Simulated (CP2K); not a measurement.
# MoS2 under changes of volume

One of the cells (50.735 Å³/atom); the others are scaled copies at fixed shape and fractional positions:

```
Mo S
1.0
     3.18413    0.00000    0.00000
    -1.59206    2.75753    0.00000
     0.00000    0.00000   17.33460
Mo S
1 2
Direct
  0.00000 0.00000 0.00000
  0.33333 0.66667 0.91051
  0.33333 0.66667 0.08949
```

- Program: CP2K 2026.2
- Functional: PBEsol
- Potentials or basis: POTENTIAL_UZH Mo GTH-PBE-q14, S GTH-PBE-q6; TZVP-MOLOPT-PBE-GTH basis
- Density cutoff: 6123 eV
- k mesh: 10 × 10 × 2
- Occupations: fermi-dirac, width 0.05 eV
- Spin: no spin polarisation

| volume (Å³/atom) | energy over the lowest point (meV/atom) | gap on the mesh (eV) | largest force (eV/Å) |
| --- | --- | --- | --- |
| 47.690 | ? | ? | ? |
| 48.705 | 9.94 | 1.84 | 0.885 |
| 49.720 | 1.25 | 1.78 | 0.499 |
| 50.735 | 0.00 | 1.73 | 0.141 |
| 51.749 | 5.42 | 1.68 | 0.189 |
| 52.764 | 16.82 | 1.63 | 0.494 |
| 53.779 | 33.59 | 1.58 | 0.777 |

Task: What does the run at 47.690 Å³/atom give?

Result: Energy over the lowest point 26.91 meV/atom; gap on the mesh 1.90 eV; largest force 1.303 eV/Å.

Worked out: A Birch-Murnaghan fit of order 3 (a polynomial in V^(-2/3)) to the other rows has its minimum at 50.40 Å³/atom with B0 = V·E''(V) = 54 GPa and B' = 4.4 at fixed shape and positions, which overstates the stiffness. It gives 26.94 meV/atom at 47.690 Å³/atom, against the run's 26.91. A straight line through the other rows of the gap, of slope -2.6 eV per unit of ln V, extrapolates to 1.89 eV, against the run's 1.90.

Energies are extrapolated to zero smearing.

Caveats: the potentials were made for another functional, which shifts forces and pressure; the basis of atomic orbitals isn't converged, which shifts pressures, moduli and gaps.

A mesh can miss the band edges. Spin-orbit coupling on Mo is left out.
